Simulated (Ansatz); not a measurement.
# BaZrO3 (Pm-3m) in Ansatz: a series of runs

Aim: see how the results for BaZrO3 move with the level of theory and the settings. Levels: HSE06, PBE0. Tasks: band structure.

Program: Ansatz 0.2.0. These are calculated values, not measurements. Logs are shortened: lines on timing, memory, paths and dates and some standing lists are left out, and cuts for length are marked.

## (1) The crystal as given

Symmetry: Pm-3m, No. 221, cubic system. Conventional cell: a = 4.191 Å, b = 4.191 Å, c = 4.191 Å, α = 90.00°, β = 90.00°, γ = 90.00°. Around Ba (site symmetry m-3m) lie 12 O at 2.96 Å. Zr (site symmetry m-3m) has 6 O at 2.10 Å as nearest neighbours. O (site symmetry 4/mmm) has 2 Zr at 2.10 Å as nearest neighbours.

## (2) Band structure, HSE06

The input, input:

```
crystal:
  lattice:
    - [4.19134, 0.0, 0.0]
    - [0.0, 4.19134, 0.0]
    - [0.0, 0.0, 4.19134]
  atoms:
    - { symbol: Ba, position: [0.0, 0.0, 0.0] }
    - { symbol: Zr, position: [0.5, 0.5, 0.5] }
    - { symbol: O, position: [0.5, 0.5, 0.0] }
    - { symbol: O, position: [0.5, 0.0, 0.5] }
    - { symbol: O, position: [0.0, 0.5, 0.5] }
hamiltonian:
  xc: hse06
  pseudopotentials: { kind: paw }
kpoints:
  mp_grid: { grid: [4, 4, 4] }
  band_path:
    path:
      - [[0.0, 0.0, 0.0], [0.0, 0.5, 0.0], [0.5, 0.5, 0.0], [0.0, 0.0, 0.0], [0.5, 0.5, 0.5], [0.0, 0.5, 0.0]]
      - [[0.5, 0.5, 0.0], [0.5, 0.5, 0.5]]
    npoints: 4
scf:
  occupations: { method: fermi_dirac, width: 0.05 }
  n_extra_bands: 12
output:
  forces: true
  stress: true
  eigenvalues: true
  fatbands: false
  write_density: true
  write_potential: true
  elf: true
  volumetric_format: npy
```

Potentials or basis: Ansatz PAW.

Output:

```text
Warning: output.stress: scf.convergence.dr2_threshold = 1e-7 eV (the SCF's general default) is looser than the 5e-10 eV advised for a printed stress (1e-10 eV for each atom of the cell: 5). What an SCF threshold leaves in a stress goes as its square root, and in the free energy as the threshold itself, and one threshold admits the most on a small cell: of the crystals measured, under no hybrid functional and no lock of the moments, on runs that ended without the residual-converged pass, on stresses that held no estimate of that error, the worst erred by over 100 MPa in a component at 1e-7 eV an atom and by under 5 at 1e-10. Set scf.convergence.dr2_threshold to 5e-10 eV or tighter. The threshold is an SCF's pass mark: one that does not reach it within its budget of iterations ends unconverged, or closes short of it on a stop that the run arms, and scf.convergence.dr2_threshold's page says what that costs each kind of run
Warning: output.stress: scf.exx.energy_threshold = 1e-6 eV is looser than the 5e-8 eV advised for a stress under a hybrid functional (1e-8 eV for each atom of the cell: 5). Every SCF of the exchange loop can meet its threshold on dr2 while the loop round them stops early: no threshold on dr2 bounds what that leaves in the stress. Set scf.exx.energy_threshold to 5e-8 eV or tighter. The threshold is the loop's pass mark: a loop that does not reach it within its budget of cycles ends unconverged, and scf.exx.energy_threshold's page has the law
scf.n_extra_bands = 12 over 20 filled bands (N_el = 40.0): the run solves 32 bands
GPUs: using 1 of 1 available (devices: 1).
Engine: ansatz 0.2.0, x86_64-unknown-linux-gnu
Pseudopotentials: kind: paw
Pseudopotential: Ba, paw, valence charge 10, recommended cutoff 420 eV (normal), Ba.paw.azcp
Pseudopotential: Zr, paw, valence charge 12, recommended cutoff 420 eV (normal), Zr.paw.azcp
Pseudopotential: O, paw, valence charge 6, recommended cutoff 420 eV (normal), O.paw.azcp
Functional definition: HSE06
  parameter a = 0.25
  parameter omega = 0.11/bohr
  exchange = pbe_x - a*pbe_x_sr(omega) + a*exact_x_sr(omega)
  correlation = pbe_c
device memory: the entry about to start is reckoned to put 0.7 GiB on a device that reports 40.1 GiB free (of which the cap on the GPU budget leaves the run 18.0 GiB)
GPU FFT provider: cuFFT
GPU libraries: cuBLAS 13.8.2, cuFFT 12.4.0, cuSOLVER 12.3.4
Crystal: 5 atoms, lattice volume = 73.631 Å³
Basis set: ecut = 420 eV, 1419 PW (Γ), exchange–correlation on 60×60×60 points (8 copies of the dense FFT grid, shifted against one another)
Bands: 32, of which v1, the nominal top of the filled ones, is band 20 counted from 1 (19 counted from 0)
Symmetry: 48 space group operations
Space group: Pm-3m (ITA 221), of the structure as read, at distance tolerance 4.2e-5 Å
k-points: 10 of 64
Non-local potential: Ba, projectors of the file, l = 0: 3, l = 1: 2, l = 2: 2, l = 3: 2
Non-local potential: Zr, projectors of the file, l = 0: 3, l = 1: 2, l = 2: 2, l = 3: 2
Non-local potential: O, projectors of the file, l = 0: 2, l = 1: 2, l = 2: 1
PAW form: soft (Blöchl's): semilocal exchange-correlation on the pseudo side does not see the compensation charge
PAW frozen core: Ba, regenerated for the run's functional, and the local potential with it (the file was generated under x = pbe(κ = 0.804, μ = 0.2195149727645171), c = pbe(β = 0.06672455060314922))
PAW frozen core: Zr, regenerated for the run's functional, and the local potential with it (the file was generated under x = pbe(κ = 0.804, μ = 0.2195149727645171), c = pbe(β = 0.06672455060314922))
PAW frozen core: O, regenerated for the run's functional, and the local potential with it (the file was generated under x = pbe(κ = 0.804, μ = 0.2195149727645171), c = pbe(β = 0.06672455060314922))
[... 47 lines left out ...]
hybrid outer 2: dexx = +4.319e-7 eV, tail = 9.30e-9 eV, Δε = 1.48e-3 eV (about 3.08e-5 eV left of the loop's levels)
device memory: the entry about to start is reckoned to put 0.6 GiB on a device that reports 35.6 GiB free (of which the cap on the GPU budget leaves the run 18.0 GiB)
NSCF: frozen V_eff on 26 k-points, pencils in batches of 32, up to order 144
hybrid SCF converged: 2 outer / 10 inner (+2 warm-up), last move |dexx| = 4.32e-7 eV, tail = 9.30e-9 eV
Stability not checked: this state was not tested for a lower state beside it, because the functional holds exact exchange (a hybrid, or Hartree-Fock), whose exchange loop this test does not read (fock_operator; see scf.lower_state_search)
Free energy (F): -11851.475982 eV
Frozen-core exchange: fock
Harris-Foulkes:  -11851.475982 eV  (|F-HF|=6.40e-10)
Internal energy: -11851.475982 eV  (E = F + TS)
E sigma→0 (E₀):  -11851.475982 eV
Fermi energy:    11.182210 eV
--- Per-component energies (eV) ---
  E_band       = -163.676389
  E_kinetic    = 1036.025755
  E_local      = -1935.683083  (includes V_loc(G=0)·N_el)
  E_nonlocal   = 270.682888
  E_hartree    = 687.247943
  E_xc         = -446.470847
  E_vxc        = -490.890122  (∫ρ·V_xc dr)
  E_exx        = -109.280922  (= α·E_x^exact, valence–valence)
  E_paw        = -8659.605729  (= ΣΔE_a)
  E_vpaw       = -199.753535  (= ΣTr[D̂ρ^β])
  E_aug_tail   = 0.007302  (compensation charges beyond the density's cutoff)
  E_ewald      = -2693.776990
  E_core_change = -0.622306  (= ΣΔE_core)
  E_smearing   = -0.000000  (= −TS)
  E_closure    = 0.000008  (closes the sum)
  Σ components = -11851.475982   (vs F -11851.475982, Δ=-1.82e-12)
--- Forces (eV/Å), atoms counted from 1 ---
  atom   1  Ba     0.00000000    -0.00000000    -0.00000000
  atom   2  Zr     0.00000000     0.00000000     0.00000000
  atom   3  O      0.00000000     0.00000000     0.00000000
  atom   4  O     -0.00000000     0.00000000     0.00000000
  atom   5  O      0.00000000    -0.00000000    -0.00000000
  max |Σ_I F_I| component: 7.47e-29 eV/Å
--- Stress (GPa, compression-positive) ---
        0.108380       0.000000      -0.000000
        0.000000       0.108380       0.000000
       -0.000000       0.000000       0.108380
  P = ⅓ Tr σ = 0.1084 GPa (1.084 kbar)
--- Band table (eV; the first three rows and the last of 10) ---
  k-point 0: bands = ["-41.0381", "-17.8312", "-17.8312", "-17.8312", "-17.7504", "-9.1363", "-8.8531", "-8.8531", "-1.8631", "-1.8631", "-1.8631", "7.1928", "7.1928", "7.1928", "7.7203", "7.7203", "7.7203", "8.5340", "8.5340", "8.5340", "13.5158", "13.5158", "13.5158", "15.0244", "15.0244", "16.3312", "17.9257", "17.9257", "19.1063", "19.1063", "19.1063", "22.1563"]
  k-point 1: bands = ["-41.0363", "-18.0805", "-17.8258", "-17.8258", "-17.6193", "-9.1872", "-8.8416", "-8.3655", "-1.8185", "-1.8185", "-1.7530", "6.0999", "7.0070", "7.0070", "7.2937", "7.2937", "7.3806", "7.4640", "8.3638", "8.3638", "13.7059", "14.7691", "14.7691", "15.9055", "15.9713", "17.5723", "17.9274", "18.4280", "19.3012", "19.3012", "19.5720", "21.9924"]
  k-point 2: bands = ["-41.0344", "-18.2468", "-17.8205", "-17.8205", "-17.5616", "-9.3031", "-8.8301", "-7.7615", "-1.7730", "-1.7730", "-1.6429", "4.7971", "6.7548", "6.7548", "6.9211", "6.9908", "6.9908", "7.0828", "8.2584", "8.2584", "13.9323", "16.2139", "16.2139", "16.9011", "17.1796", "17.8164", "17.9124", "19.1595", "19.1595", "19.3549", "20.6266", "22.0033"]
  k-point 9: bands = ["-41.0271", "-18.1138", "-18.1138", "-18.1138", "-17.5990", "-7.7859", "-7.7859", "-7.7859", "-2.4111", "-2.4111", "-2.4111", "4.7197", "4.7197", "4.9303", "6.1563", "6.1563", "6.1563", "8.8033", "8.8033", "8.8033", "16.4121", "16.4121", "16.4121", "17.6539", "17.6539", "17.6539", "19.8030", "19.8030", "21.1496", "21.7080", "21.7080", "21.7080"]
```

Wall time 52 s (1 × NVIDIA H100 80GB HBM3 with 2 threads of AMD EPYC 7R13 (Zen 3), shared host); peak memory 2.2 GiB.

Results:

* Free energy: -11851.4760 eV
* Pressure: 0.1 GPa
* Band gap on the k mesh: 4.71 eV, indirect (least direct gap 4.98 eV)
* Band gap along the path: 4.71 eV, indirect (least direct gap 4.98 eV)

Levels at the corners of the path, in eV from the valence-band top:
```csv
point,band 17,band 18,band 19,band 20,band 21,band 22,band 23,band 24
Γ,-1.08,-0.27,-0.27,-0.27,4.71,4.71,4.71,6.22
X,-1.81,-1.72,-0.54,-0.54,5.13,7.41,7.41,8.10
M,-0.98,-0.98,-0.95,-0.05,7.39,7.39,8.19,8.22
Γ,-1.08,-0.27,-0.27,-0.27,4.71,4.71,4.71,6.22
R,-2.65,0.00,0.00,0.00,7.61,7.61,7.61,8.85
X,-1.81,-1.72,-0.54,-0.54,5.13,7.41,7.41,8.10
M,-0.98,-0.98,-0.95,-0.05,7.39,7.39,8.19,8.22
R,-2.65,0.00,0.00,0.00,7.61,7.61,7.61,8.85
```

Caveat: the pressure holds a Pulay correction of +0.4 GPa for the finite cutoff; spin-orbit coupling is left out, which moves the levels of the heavy elements; the PAW data sets come from PBE, with cores solved anew for the run's functional, which leaves a small shift of forces and pressure; the thresholds are loose for stress.

## (3) Band structure, PBE0

input, as its differences from that of step 2:

```diff
@@ -12,3 +12,3 @@
 hamiltonian:
-  xc: hse06
+  xc: pbe0
   pseudopotentials: { kind: paw }
```

Potentials or basis: Ansatz PAW.

Run time: 38 s. Hardware: 1 × NVIDIA H100 80GB HBM3 with 2 threads of AMD EPYC 7R13 (Zen 3), shared host; peak memory 2 GiB.

It converged, with:

```
Free energy             : -11850.4490 eV
Pressure                : 0.1 GPa
Band gap on the k mesh  : 5.47 eV, indirect (least direct gap 5.73 eV)
Band gap along the path : 5.47 eV, indirect (least direct gap 5.73 eV)
```

Levels at the corners of the path, in eV from the valence-band top:
| point | band 16 | band 17 | band 18 | band 19 | band 20 | band 21 | band 22 | band 23 | band 24 | band 25 |
| --- | --- | --- | --- | --- | --- | --- | --- | --- | --- | --- |
| Γ | -1.08 | -1.08 | -0.26 | -0.26 | -0.26 | 5.47 | 5.47 | 5.47 | 6.96 | 6.96 |
| X | -1.83 | -1.83 | -1.74 | -0.54 | -0.54 | 5.89 | 8.19 | 8.19 | 8.86 | 9.13 |
| M | -2.51 | -0.98 | -0.98 | -0.96 | -0.05 | 8.17 | 8.17 | 8.96 | 9.00 | 10.34 |
| Γ | -1.08 | -1.08 | -0.26 | -0.26 | -0.26 | 5.47 | 5.47 | 5.47 | 6.96 | 6.96 |
| R | -2.66 | -2.66 | 0.00 | 0.00 | 0.00 | 8.36 | 8.36 | 8.36 | 9.64 | 9.64 |
| X | -1.83 | -1.83 | -1.74 | -0.54 | -0.54 | 5.89 | 8.19 | 8.19 | 8.86 | 9.13 |
| M | -2.51 | -0.98 | -0.98 | -0.96 | -0.05 | 8.17 | 8.17 | 8.96 | 9.00 | 10.34 |
| R | -2.66 | -2.66 | 0.00 | 0.00 | 0.00 | 8.36 | 8.36 | 8.36 | 9.64 | 9.64 |

Caveat: the pressure holds a Pulay correction of +0.4 GPa for the finite cutoff; spin-orbit coupling is left out, which moves the levels of the heavy elements; the PAW data sets come from PBE, with cores solved anew for the run's functional, which leaves a small shift of forces and pressure; the thresholds are loose for stress.
